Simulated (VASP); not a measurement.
# MgS (rocksalt), PBEsol single-point calculation: VASP's output and Ansatz's

POSCAR

```
Mg S
 1.0000000000000000
     0.0000000000000000    2.6015179371121850    2.6015179371121850
     2.6015179371121850   -0.0000000000000000    2.6015179371121850
     2.6015179371121850    2.6015179371121850   -0.0000000000000000
 Mg  S
   1   1
Cartesian
 -0.0000000000000000 -0.0000000000000000  0.0000000000000000
  2.6015179371121850  2.6015179371121850  2.6015179371121850
```

VASP ran with the recommended PBE PAW datasets (8 valence electrons in the cell).

From OUTCAR

```
k-points           NKPTS =     29   k-points in BZ     NKDIM =     29   number of bands    NBANDS=     11

   NELECT =       8.0000    total number of electrons

   dimension x,y,z NGX =    28 NGY =   28 NGZ =   28
   dimension x,y,z NGXF=    56 NGYF=   56 NGZF=   56

  energy-cutoff  :      520.00
  volume of cell :       35.21
      direct lattice vectors                 reciprocal lattice vectors
     0.000000000  2.601517937  2.601517937    -0.192195484  0.192195484  0.192195484
     2.601517937  0.000000000  2.601517937     0.192195484 -0.192195484  0.192195484
     2.601517937  2.601517937  0.000000000     0.192195484  0.192195484 -0.192195484

 k-points in reciprocal lattice and weights: KPOINTS created by Atomic Simulation Env
   0.00000000  0.00000000  0.00000000       0.002
   0.12500000  0.00000000  0.00000000       0.016
   0.25000000  0.00000000  0.00000000       0.016
   0.37500000  0.00000000  0.00000000       0.016
   0.50000000  0.00000000  0.00000000       0.008
   0.12500000  0.12500000  0.00000000       0.012
   0.25000000  0.12500000  0.00000000       0.047
   0.37500000  0.12500000  0.00000000       0.047
   ...

 E-fermi :   3.7464

 k-point     1 :       0.0000    0.0000    0.0000
  band No.  band energies     occupation
      1      -9.0075      2.00000
      2       3.6765      2.00000
      3       3.6765      2.00000
      4       3.6765      2.00000
      5       7.2709      0.00000
      6      11.5307      0.00000
      7      11.5307      0.00000
      8      11.5307      0.00000
      9      13.9882      0.00000
     10      13.9882      0.00000
     11      15.9734      0.00000

 k-point     2 :       0.1250    0.0000    0.0000
  band No.  band energies     occupation
      1      -8.8547      2.00000
      2       2.6066      2.00000
      3       3.5735      2.00000
      4       3.5735      2.00000
      5       8.0820      0.00000
      6      11.2013      0.00000
      7      11.7827      0.00000
      8      11.7827      0.00000
      9      13.3345      0.00000
     10      13.3345      0.00000
     11      16.2430      0.00000

 k-point     3 :       0.2500    0.0000    0.0000
  band No.  band energies     occupation
      1      -8.4408      2.00000
      2       0.8268      2.00000
      3       3.3494      2.00000
      4       3.3494      2.00000
      5       8.5067      0.00000
      6      11.4160      0.00000
      7      11.4160      0.00000
      8      11.8895      0.00000
      9      13.8934      0.00000
     10      13.8934      0.00000
     11      15.4381      0.00000

 k-point     4 :       0.3750    0.0000    0.0000
  band No.  band energies     occupation
      1      -7.9340      2.00000
      2      -0.6325      2.00000
      3       3.1525      2.00000
      4       3.1525      2.00000
      5       8.2201      0.00000
      6      10.7503      0.00000
      7      10.7503      0.00000
      8      13.3906      0.00000
      9      15.1013      0.00000
     10      15.8615      0.00000
     11      15.8615      0.00000

 k-point     5 :       0.5000    0.0000    0.0000
  band No.  band energies     occupation
      1      -7.6814      2.00000
      2      -1.2186      2.00000
      3       3.0773      2.00000
      4       3.0773      2.00000
      5       8.0779      0.00000
      6      10.5032      0.00000
      7      10.5032      0.00000
      8      13.7454      0.00000
      9      15.6508      0.00000
     10      18.0690      0.00000
     11      18.0690      0.00000

 k-point     6 :       0.1250    0.1250    0.0000
  band No.  band energies     occupation
      1      -8.8045      2.00000
      2       2.6468      2.00000
      3       3.3453      2.00000
      4       3.3453      2.00000
      5       8.4328      0.00000
      6      10.5490      0.00000
      7      12.1347      0.00000
      8      12.2084      0.00000
      9      12.2084      0.00000
     10      14.2522      0.00000
     11      17.3019      0.00000

 k-point     7 :       0.2500    0.1250    0.0000
  band No.  band energies     occupation
      1      -8.4787      2.00000
      2       1.3216      2.00000
      3       3.0552      2.00000
      4       3.1088      2.00000
      5       9.0719      0.00000
      6      10.3809      0.00000
      7      11.0117      0.00000
      8      12.3964      0.00000
      9      13.3840      0.00000
     10      14.6654      0.00000
     11      16.8874      0.00000

 k-point     8 :       0.3750    0.1250    0.0000
  band No.  band energies     occupation
      1      -7.9960      2.00000
      2      -0.1281      2.00000
      3       2.7450      2.00000
      4       2.8720      2.00000
      5       8.8391      0.00000
      6      10.2162      0.00000
      7      11.6682      0.00000
      8      11.8885      0.00000
      9      14.9925      0.00000
     10      16.4384      0.00000
     11      16.5130      0.00000

 ...

  Total       -0.2466740     -0.2466740     -0.2466740      0.0000000     -0.0000000      0.0000000
  in kB      -11.2233762    -11.2233762    -11.2233762      0.0000000     -0.0000000      0.0000000
  external PRESSURE =     -11.2233762 kB  Pullay stress =       0.0000000 kB

 POSITION                                       TOTAL-FORCE (eV/Angst)
 -----------------------------------------------------------------------------------
      0.00000      0.00000      0.00000         0.000000     -0.000000      0.000000
      2.60152      2.60152      2.60152        -0.000000      0.000000     -0.000000
 -----------------------------------------------------------------------------------
    total drift:                                0.000000      0.000000      0.000000

  FREE ENERGIE OF THE ION-ELECTRON SYSTEM (eV)
  ---------------------------------------------------
  free  energy   TOTEN  =        -9.0733874283 eV

  energy  without entropy=       -9.0733874283  energy(sigma->0) =       -9.07338743
```

Each program uses its own PAW datasets. VASP's cell holds 8 valence electrons and Ansatz's 16. Ansatz's stress includes a Pulay correction; VASP's doesn't.

Q: What does Ansatz give for the same cell and level of theory?

A: gap between bands v and c 2.70 eV; least direct gap 3.59 eV; pressure -0.9 GPa.

Ansatz printed

```
SCF 1 converged in 6 iterations: F = -2799.916415 eV  dr2 = 5.32e-12
  greatest PAW one-centre occupation: 1.000 electrons in one spin orbital (limit 2), on the Mg atom at site 0 (counted from 0), in its partial waves of l = 0
NSCF: frozen V_eff on 6 k-points
SCF converged after 6 iterations
Free energy (F): -2799.916415 eV
Harris-Foulkes:  -2799.916415 eV  (|F-HF|=1.36e-12)
Internal energy: -2799.916415 eV  (E = F + TS)
E sigma→0 (E₀):  -2799.916415 eV
Fermi energy:    6.335970 eV
--- Per-component energies (eV) ---
  E_band       = -330.813479
  E_kinetic    = 184.841436
  E_local      = -1665.622289  (includes V_loc(G=0)·N_el)
  E_nonlocal   = 124.249946
  E_hartree    = 592.289911
  E_xc         = -126.294021
  E_vxc        = -126.552957  (∫ρ·V_xc dr)
  E_paw        = -865.709205  (= ΣΔE_a)
  E_vpaw       = -32.309495  (= ΣTr[D̂ρ^β])
  E_aug_tail   = -0.000001  (compensation charges beyond the density's cutoff)
  E_ewald      = -1043.793004
  E_core_change = 0.120812  (= ΣΔE_core)
  E_smearing   = -0.000000  (= −TS)
  E_closure    = 0.000000  (closes the sum)
  Σ components = -2799.916415   (vs F -2799.916415, Δ=0.00e0)
--- Forces (eV/Å), atoms counted from 1 ---
  atom   1  Mg    -0.00000000     0.00000000    -0.00000000
  atom   2  S      0.00000000     0.00000000     0.00000000
  max |Σ_I F_I| component: 3.65e-30 eV/Å
--- Stress (GPa, compression-positive) ---
       -0.923968      -0.000000      -0.000000
        0.000000      -0.923968      -0.000000
       -0.000000       0.000000      -0.923968
  P = ⅓ Tr σ = -0.9240 GPa (-9.240 kbar)
--- Band table (eV; the first three rows and the last of 29) ---
  k-point 0: bands = ["-67.9844", "-34.9246", "-34.9246", "-34.9246", "-6.3454", "6.3360", "6.3360", "6.3360", "9.9309", "14.1491", "14.1491", "14.1491"]
  k-point 1: bands = ["-67.9844", "-34.9256", "-34.9248", "-34.9248", "-6.1918", "5.2675", "6.2333", "6.2333", "10.7413", "13.8289", "14.3988", "14.3988"]
  k-point 2: bands = ["-67.9843", "-34.9281", "-34.9251", "-34.9251", "-5.7758", "3.4898", "6.0098", "6.0098", "11.1611", "14.0381", "14.0381", "14.5278"]
  k-point 28: bands = ["-67.9840", "-34.9290", "-34.9290", "-34.9273", "-4.5953", "3.0596", "3.0596", "3.9451", "11.5354", "14.1495", "14.1495", "14.2951"]
```
